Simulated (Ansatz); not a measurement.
# ZnO: pressure against volume

ZnO, P6_3mc, a = 3.279 Å, c = 5.293 Å. Ansatz: PBE, PAW, 420 eV, Γ-centred 12×12×6 mesh on 4 atoms, Gaussian smearing 0.02 eV; no spin polarisation. Shape and atoms are relaxed at each volume; pressure is positive in compression.

| V (Å³/atom) | P (GPa) |
| --- | --- |
| 11.586 | 9.15 |
| 11.956 | 4.21 |
| 12.326 | 0.01 |
| 12.696 | -3.56 |
| 13.065 | ? |

Q: Take V0 = 12.326 Å³/atom, count pressures from its P0 = 0.01 GPa, fit the third-order Birch–Murnaghan form to the other rows, and predict the missing pressure.

A: With the Eulerian strain f = ½[(V0/V)^(2/3) − 1] and y = (P − P0)/[3f(1 + 2f)^(5/2)], the form is the line y = B0 + 1.5 B0 (B0′ − 4) f. Rows (f, y): 0.02107, 130.4; 0.01026, 129.7; -0.00976, 128.1. Means f = 0.007190, y = 129.40; Σ(Δf)² = 0.0004894, ΣΔfΔy = 0.03684; the slope is their ratio. y = 128.9 + 75.27 f GPa, so B0 = 128.9 GPa and B0′ = 4 + 2 × (75.27)/(3 × 128.9) = 4.39. At V = 13.065, f = -0.01904, y = 127.47 and P = -6.60 GPa. The run gave -6.60 GPa, the same to the digits shown. The form still works here, 33 % of the fitted range beyond its end.